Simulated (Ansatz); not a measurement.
**Two Ansatz runs on SiC**

The geometry is COD entry 9008875, unchecked; take it as a test cell.

First run: DFT, PBE, all-electron LAPW, scalar-relativistic (Ansatz 0.2.0).

Command: `ansatz run input.yaml --threads 1 --pin off --max-ram 4096MiB --backend cpu --events-out ev --progress --plain --runs-dir out` The run took 63 s on 1 thread of Intel(R) Xeon(R) Platinum 8488C (Sapphire Rapids), on a shared host, peak memory 0.59 GiB.

```yaml
crystal:
  lattice:
    - [3.0759982064, 0.0, 0.0]
    - [-1.5379991032, 2.6638925888, 0.0]
    - [0.0, 0.0, 5.048]
  atoms:
    - { symbol: Si, position: [0.3333333333, 0.6666666667, 0.0] }
    - { symbol: Si, position: [0.6666666667, 0.3333333333, 0.5] }
    - { symbol: C, position: [0.3333333333, 0.6666666667, 0.385] }
    - { symbol: C, position: [0.6666666667, 0.3333333333, 0.885] }
kpoints:
  mp_grid: { grid: [15, 15, 8] }
  band_path:
    path:
      - [0.0, 0.0, 0.0]
      - [0.5, 0.0, 0.0]
      - [0.3333333333, 0.3333333333, 0.0]
      - [0.0, 0.0, 0.0]
      - [0.0, 0.0, 0.5]
      - [0.5, 0.0, 0.5]
      - [0.3333333333, 0.3333333333, 0.5]
      - [0.0, 0.0, 0.5]
      - [0.5, 0.0, 0.5]
    npoints: 14
scf:
  occupations: { method: fermi_dirac, width: 0.08 }
hamiltonian:
  xc: pbe
  pseudopotentials: { kind: all_electron, lapw: { basis_error: 0.001 } }
output:
  forces: true
  stress: true
  eigenvalues: true
  populations: true
  dos: { projected: true, de: 0.2, e_range: [-14, 8] }
```

Result: converged; pressure 3.71 GPa; largest force 0.752 eV/Å; gap on the k mesh 2.32 eV (the mesh can miss the band edges); 7 SCF iterations.

The input is then changed:

```diff
@@ -10,5 +10,5 @@
     - { symbol: C, position: [0.6666666667, 0.3333333333, 0.885] }
 kpoints:
-  mp_grid: { grid: [15, 15, 8] }
+  mp_grid: { grid: [5, 5, 3] }
   band_path:
     path:
@@ -25,7 +25,9 @@
 scf:
   occupations: { method: fermi_dirac, width: 0.08 }
+  lower_state_search: full
 hamiltonian:
   xc: pbe
   pseudopotentials: { kind: all_electron, lapw: { basis_error: 0.001 } }
+  dispersion: d3bj
 output:
   forces: true
@@ -33,4 +35,3 @@
   eigenvalues: true
   populations: true
-  dos: { projected: true, de: 0.2, e_range: [-14, 8] }
```

Predict the outcome of the changed run.

It converged; pressure -0.95 GPa; largest force 0.738 eV/Å; gap on the k mesh 2.80 eV (the mesh can miss the band edges); 9 SCF iterations. Some of these settings are too coarse for converged properties.
